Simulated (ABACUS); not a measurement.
# As (Cmce) in ABACUS: single point with r2SCAN

Aim: the single point of As with r2SCAN.

Everything below comes from runs of ABACUS 3.10.1. Logs are shortened: lines on timing, memory, paths and dates and some standing lists are left out, and cuts for length are marked.

### Step 1. The crystal as given

The structure is orthorhombic, space group Cmce (No. 64). The conventional cell has a = 3.650 Å, b = 11.000 Å, c = 4.470 Å, α = 90.00°, β = 90.00°, γ = 90.00°. As (site symmetry m) is surrounded by 3 As at 2.48 to 2.49 Å.

This isn't the form of As at room conditions, which is rhombohedral.

### Step 2. Single point, r2SCAN

Input file INPUT:

```
INPUT_PARAMETERS
suffix              As
calculation         scf
basis_type          pw
pseudo_dir          ./
symmetry            1
dft_functional      MGGA_X_R2SCAN+MGGA_C_R2SCAN
ecutwfc             97
pseudo_rcut         7
nspin               1
nbands              20
ks_solver           dav
smearing_method     fd
smearing_sigma      0.00367493
scf_thr             1e-08
scf_nmax            100
mixing_type         broyden
mixing_beta         0.7
cal_force           1
cal_stress          1
mixing_tau          1
out_chg             1
kpar                4
```

Input file STRU:

```
ATOMIC_SPECIES
As 74.9216 As_ONCV_PBE-1.2.upf

LATTICE_CONSTANT
1.8897261246

LATTICE_VECTORS
1.8250000000 -5.5000000000 0.0000000000
1.8250000000 5.5000000000 0.0000000000
0.0000000000 0.0000000000 4.4700000000

ATOMIC_POSITIONS
Direct

As
0.0
4
0.3900000000 0.6100000000 0.5600000000 1 1 1
0.8900000000 0.1100000000 0.9400000000 1 1 1
0.6100000000 0.3900000000 0.4400000000 1 1 1
0.1100000000 0.8900000000 0.0600000000 1 1 1
```

Input file KPT:

```
K_POINTS
0
Gamma
5 5 4 0 0 0
```

Potentials or basis: SG15 ONCV 1.2 PBE, plane waves.

Started as:

```
OMP_NUM_THREADS=1 mpirun -np 4 abacus > log
```

running log:

```text
ABACUS v3.10.1

               Atomic-orbital Based Ab-initio Computation at UStc

 ------------------------------------------------------------------------------------

 READING GENERAL INFORMATION
                           global_out_dir = OUT.As/
                           global_in_card = INPUT
                               pseudo_dir = ./
                              orbital_dir =
                                    DSIZE = 4
                                    GSIZE = 1

 READING UNITCELL INFORMATION
                                    ntype = 1
                  lattice constant (Bohr) = 1.88973
              lattice constant (Angstrom) = 1

 READING ATOM TYPE 1
                               atom label = As
                      L=0, number of zeta = 1
                      L=1, number of zeta = 1
                      L=2, number of zeta = 1
             number of atom for this type = 4

                        TOTAL ATOM NUMBER = 4
DIRECT COORDINATES
    atom                   x                   y                   z     mag                  vx                  vy                  vz
taud_As1            0.3900000000        0.6100000000        0.5600000000  0.0000        0.0000000000        0.0000000000        0.0000000000
taud_As2            0.8900000000        0.1100000000        0.9400000000  0.0000        0.0000000000        0.0000000000        0.0000000000
taud_As3            0.6100000000        0.3900000000        0.4400000000  0.0000        0.0000000000        0.0000000000        0.0000000000
taud_As4            0.1100000000        0.8900000000        0.0600000000  0.0000        0.0000000000        0.0000000000        0.0000000000

                          Volume (Bohr^3) = 605.563
                             Volume (A^3) = 89.7351

 Lattice vectors: (Cartesian coordinate: in unit of a_0)
               +1.825                -5.5                  +0
               +1.825                +5.5                  +0
                   +0                  +0               +4.47
 Reciprocal vectors: (Cartesian coordinate: in unit of 2 pi/a_0)
            +0.273973          -0.0909091                  +0
            +0.273973          +0.0909091                  -0
                   -0                  -0           +0.223714
 The esolver type has been set to : ksdft_pw

                PAO radial cut off (Bohr) = 7

 Read in pseudopotential file is As_ONCV_PBE-1.2.upf
                     pseudopotential type = NC
          exchange-correlation functional = PBE
                 nonlocal core correction = 0
                        valence electrons = 5
                                     lmax = 2
                           number of zeta = 0
                     number of projectors = 6
                           L of projector = 0
                           L of projector = 0
                           L of projector = 1
                           L of projector = 1
                           L of projector = 2
                           L of projector = 2
 XC functional updated to : MGGA_X_R2SCAN+MGGA_C_R2SCAN
          exchange-correlation functional = MGGA_X_R2SCAN+MGGA_C_R2SCAN
     initial pseudo atomic orbital number = 0

 SETUP THE ELECTRONS NUMBER
            electron number of element As = 5
      total electron number of element As = 20
            AUTOSET number of electrons:  = 20
                           occupied bands = 10
                                   NBANDS = 20
                                   NLOCAL = 36

 SETUP THE PLANE WAVE BASIS
 energy cutoff for charge/potential (unit:Ry) = 388
            fft grid for charge/potential = [ 72, 72, 54 ]
                        fft grid division = [ 1, 1, 1 ]
        big fft grid for charge/potential = [ 72, 72, 54 ]
                                     nbxx = 279936
                                     nrxx = 279936

 SETUP PLANE WAVES FOR CHARGE/POTENTIAL
                    number of plane waves = 78205
                         number of sticks = 2221

 PARALLEL PW FOR CHARGE/POTENTIAL
     PROC   COLUMNS(POT)             PW
        1           2221          78205
 --------------- sum -------------------
        1           2221          78205
                            number of |g| = 10522
                                  max |g| = 35.093
                                  min |g| = 0

----------- Double Check Mixing Parameters Begin ------------
mixing_type: broyden
mixing_beta: 0.7
mixing_gg0: 1
mixing_gg0_min: 0.1
mixing_ndim: 8
----------- Double Check Mixing Parameters End ------------

 LATTICE VECTORS: (CARTESIAN COORDINATE: IN UNIT OF A0)
               +1.825                -5.5                  +0
               +1.825                +5.5                  +0
                   +0                  +0               +4.47
                       right hand lattice = 1
                                   NORM_A = 5.79488
                                   NORM_B = 5.79488
[... 21 lines left out ...]
                                       C3 = 0
                                       C4 = 0
                                       C6 = 0
                                       S1 = 1
                                       S3 = 0
                                       S4 = 0
                                       S6 = 0
                              POINT GROUP = C_2h
                                       C2 = 3
                                       C3 = 0
                                       C4 = 0
                                       C6 = 0
                                       S1 = 3
                                       S3 = 0
                                       S4 = 0
                                       S6 = 0
               POINT GROUP IN SPACE GROUP = D_2h

 SETUP K-POINTS
                                    nspin = 1
                   Input type of k points = Monkhorst-Pack(Gamma)
                                   nkstot = 100
                       right hand lattice = 1
(for reciprocal lattice: )
                             BRAVAIS TYPE = 11
                     BRAVAIS LATTICE NAME = 11. Orthorhombic C (base-centered)
                                    ibrav = 11
                       right hand lattice = 1
(for k-lattice: )
                             BRAVAIS TYPE = 11
                     BRAVAIS LATTICE NAME = 11. Orthorhombic C (base-centered)
                                    ibrav = 11
                       right hand lattice = 1
                        ROTATION MATRICES = 8
                               nkstot_ibz = 27
K-POINTS REDUCTION ACCORDING TO SYMMETRY
     IBZ    DIRECT_X    DIRECT_Y    DIRECT_Z  WEIGHT  ibz2bz
       1  0.00000000  0.00000000  0.00000000  0.0100       0
       2  0.20000000  0.00000000  0.00000000  0.0400       1
       3  0.40000000  0.00000000  0.00000000  0.0400       2
       4  0.20000000  0.20000000  0.00000000  0.0200       6
       5  0.40000000  0.20000000  0.00000000  0.0400       7
       6 -0.20000000  0.40000000  0.00000000  0.0400       8
[... 19 lines left out ...]
      26  0.40000000  0.40000000  0.50000000  0.0200      62
      27 -0.40000000  0.40000000  0.50000000  0.0200      63

                               nkstot now = 27
[... K-POINTS DIRECT COORDINATES: 27 rows ...]

           k-point number in this process = 7
       minimum distributed K point number = 6
[... stars of the k points ...]

[... K-POINTS CARTESIAN COORDINATES: 7 rows ...]

[... K-POINTS DIRECT COORDINATES: 7 rows ...]

 SETUP PLANE WAVES FOR WAVE FUNCTIONS
     energy cutoff for wavefunc (unit:Ry) = 97
              fft grid for wave functions = [ 72, 72, 54 ]
                    number of plane waves = 11467
                         number of sticks = 625

 PARALLEL PW FOR WAVE FUNCTIONS
     PROC   COLUMNS(POT)             PW
        1            625          11467
 --------------- sum -------------------
        1            625          11467

 SETUP NONLOCAL PSEUDOPOTENTIALS IN PLANE WAVE BASIS
 As non-local projectors:
 projector 1 L=0
 projector 2 L=0
 projector 3 L=1
 projector 4 L=1
 projector 5 L=2
 projector 6 L=2
      TOTAL NUMBER OF NONLOCAL PROJECTORS = 72

 Init Non-Local PseudoPotential table :
 Init Non-Local-Pseudopotential done.

                                     npwx = 9789

 -------------------------------------------
 SELF-CONSISTENT
 -------------------------------------------
                                 init_chg = atomic

 PW ALGORITHM --------------- ION=   1  ELEC=   1--------------------------------

 Notice: Threshold on eigenvalues was too large.
 hsover_error=0.2 > DRHO=0.0280182
 Origin diag ethr = 0.01
 New diag ethr = 0.000140091

 Density error is 0.028200155368
                          Error Threshold = 0.00014009120667
----------------------------------------------------------
     Energy           Rydberg                 eV
----------------------------------------------------------
 E_KohnSham     -50.7163417128       -690.0312290093
 E_Harris       -50.5062035090       -687.1721520703
 E_Fermi        0.4911009810         6.6817716350
----------------------------------------------------------
[... 63 lines left out ...]
 Density error is 9.72918067148e-11
                          Error Threshold = 6.02293551848e-11
----------------------------------------------------------
     Energy           Rydberg                 eV
----------------------------------------------------------
 E_KohnSham     -50.7289379768       -690.2026099730
 E_KS(sigma->0) -50.7288561914       -690.2014972257
 E_Harris       -50.7289419668       -690.2026642603
 E_band         0.3694347448         5.0264175688
 E_one_elec     9.9043504776         134.7556014844
 E_Hartree      3.6980460557         50.3144978242
 E_xc           -12.5700867834       -171.0248046089
 E_Ewald        -51.7610841559       -704.2456791780
 E_entropy(-TS) -0.0001635708        -0.0022254946
 E_descf        0.0000000000         0.0000000000
 E_exx          0.0000000000         0.0000000000
 E_Fermi        0.5027575411         6.8403672711
----------------------------------------------------------

 charge density convergence is achieved
 final etot is -690.20260997 eV
 EFERMI = 6.8403672711 eV

 STATE ENERGY(eV) AND OCCUPATIONS    NSPIN == 1
 1/7 kpoint (Cartesian) = 0.0000 0.0000 0.0000 (9769 pws)
       1       -8.76377      0.0200000
       2       -5.88567      0.0200000
       3       -3.12976      0.0200000
       4       0.395219      0.0200000
       5       0.488743      0.0200000
       6        2.29637      0.0200000
[... 122 lines left out ...]
      19        14.4234    1.09167e-67
      20        15.6307    3.55654e-78

[... levels at 1 further k points ...]

------------------------------------------------------------------------------------------
 TOTAL-FORCE (eV/Angstrom)
------------------------------------------------------------------------------------------
                       As1         0.0000000000        -0.0026356437         0.1212082993
                       As2         0.0000000000        -0.0026356437        -0.1212082993
                       As3         0.0000000000         0.0026356437        -0.1212082993
                       As4         0.0000000000         0.0026356437         0.1212082993
------------------------------------------------------------------------------------------

----------------------------------------------------------------
 TOTAL-STRESS (KBAR)
----------------------------------------------------------------
        49.6616927806         0.0000000000         0.0000000000
        -0.0000000000        22.7224159022        -0.0000000000
         0.0000000000         0.0000000000        17.7592450098
----------------------------------------------------------------
 TOTAL-PRESSURE: 30.047785 KBAR

 --------------------------------------------
 !FINAL_ETOT_IS -690.2026099729949919 eV
 --------------------------------------------
```

Run time: 71 s. Hardware: 4 MPI ranks of Intel Xeon 6975P-C (Granite Rapids), shared host; peak memory 0.92 GiB.

Results:

| Item | Value |
| --- | --- |
| Free energy | -690.2026 eV |
| Pressure | 3.0 GPa |
| Largest force | 0.121 eV/Å |
| Band gap on the k mesh | 0.14 eV, indirect (least direct gap 0.29 eV) |

Forces in eV/Å, atoms in the order of the input:
```
As   0.000 -0.003  0.121
As   0.000 -0.003 -0.121
As   0.000  0.003 -0.121
As   0.000  0.003  0.121
```

Stress tensor (GPa, compression positive):
```
4.97 0.00 0.00
0.00 2.27 0.00
0.00 0.00 1.78
```

Levels at points of the mesh, in eV from the valence-band top:
| k point | band 8 | band 9 | band 10 | band 11 | band 12 | band 13 |
| --- | --- | --- | --- | --- | --- | --- |
| (0.00, 0.00, 0.00) | -2.32 | -1.94 | -1.11 | 2.13 | 2.32 | 2.73 |
| (0.00, 0.00, 0.50) | -2.07 | -0.60 | -0.60 | 1.19 | 1.19 | 2.23 |

Caveat: the potentials were made for another functional, which shifts forces and pressure; an odd mesh through Γ misses points on the zone boundary, where band edges often lie. r2SCAN opens gaps a little over a GGA but as a rule still falls short of measured ones.
